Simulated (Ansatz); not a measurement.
# Ba: a fit and a missing row

Ba, Fm-3m, a = 6.345 Å. This isn't the element's structure at ambient conditions. Ansatz: PBE, PAW, 420 eV, Γ-centred 12×12×12 mesh on 1 atom, Gaussian smearing 0.10 eV; no spin polarisation. Symmetry fixes shape and atoms, so the cell is only scaled; pressure is positive in compression.

```tsv
V (Å³/atom)	P (GPa)
56.189	1.24
58.104	0.90
60.020	0.59
61.935	0.29
63.851	0.02
65.766	?
67.682	-0.43
70.236	-0.68
```

Q: Take V0 = 63.851 Å³/atom, count pressures from its P0 = 0.02 GPa, fit the third-order Birch–Murnaghan form to the other rows, and predict the missing pressure.

A: With the Eulerian strain f = ½[(V0/V)^(2/3) − 1] and y = (P − P0)/[3f(1 + 2f)^(5/2)], the form is the line y = B0 + 1.5 B0 (B0′ − 4) f. Rows (f, y): 0.04448, 7.39; 0.03245, 7.72; 0.02106, 8.14; 0.01026, 8.34; -0.01905, 8.68; -0.03078, 8.89. Means f = 0.009737, y = 8.1933; Σ(Δf)² = 0.004322, ΣΔfΔy = -0.08142; the slope is their ratio. y = 8.377 − 18.84 f GPa, so B0 = 8.4 GPa and B0′ = 4 + 2 × (-18.84)/(3 × 8.377) = 2.50. At V = 65.766, f = -0.00975, y = 8.561 and P = -0.22 GPa. The run gave -0.22 GPa, the same to the digits shown.